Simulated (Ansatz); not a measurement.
## CsI: deformation potentials from a series

```xyz
2
Lattice="4.5667 0.0000 0.0000 0.0000 4.5667 0.0000 0.0000 0.0000 4.5667" Properties=species:S:1:pos:R:3 pbc="T T T"
Cs    0.0000    0.0000    0.0000
I     2.2833    2.2833    2.2833
```

Atom numbers follow the list: Cs1, I2.

The cell is COD entry 9008790, as deposited and not checked against the literature; nothing was relaxed.

No spin–orbit coupling, which matters for the heavy atoms here.

Level of theory: Ansatz 0.2.0, DFT, LDA, all-electron LAPW, scalar-relativistic.

Sampling and basis: a Γ-centred 7×7×7 k mesh, Fermi–Dirac smearing of 0.01 eV, basis error target 0.25 meV/atom, no spin polarisation.

The strain is applied along the Cartesian axes of the cell as listed (the other components stay zero). Fractional coordinates are held (clamped ions).

The valence-band top of this crystal doesn't lie at Γ but 0.09 eV above the top filled level there.

Only quantities that a quadratic follows smoothly over the whole series are listed; rougher ones are left out.

| εxx = εyy | direct gap at Γ, from the mean of the top three filled levels (eV) | singlet less doublet of the top filled triplet at Γ (eV) |
| --- | --- | --- |
| -0.0200 | 3.732 | -0.093 |
| -0.0100 | 3.678 | -0.046 |
| 0.0000 | 3.617 | 0.000 |
| 0.0200 | 3.492 | 0.087 |

Q: Fit the series and give the slopes at zero strain.

A: Least-squares fits y = p0 + p1 x + p2 x² to the rows give direct gap at Γ, from the mean of the top three filled levels (eV): p1 = -6.02, p2 = -15; singlet less doublet of the top filled triplet at Γ (eV): p1 = 4.5, p2 = -7.3. Without spin–orbit coupling the singlet lies 3b(εzz − εxx) above the doublet in the usual convention, so the shear deformation potential is b = -1.50 eV.

Q: One run, at εxx = εyy = 0.0100, is withheld. Predict its row.

A: The fits give 3.556, 0.044; the run gave 3.554, 0.044.
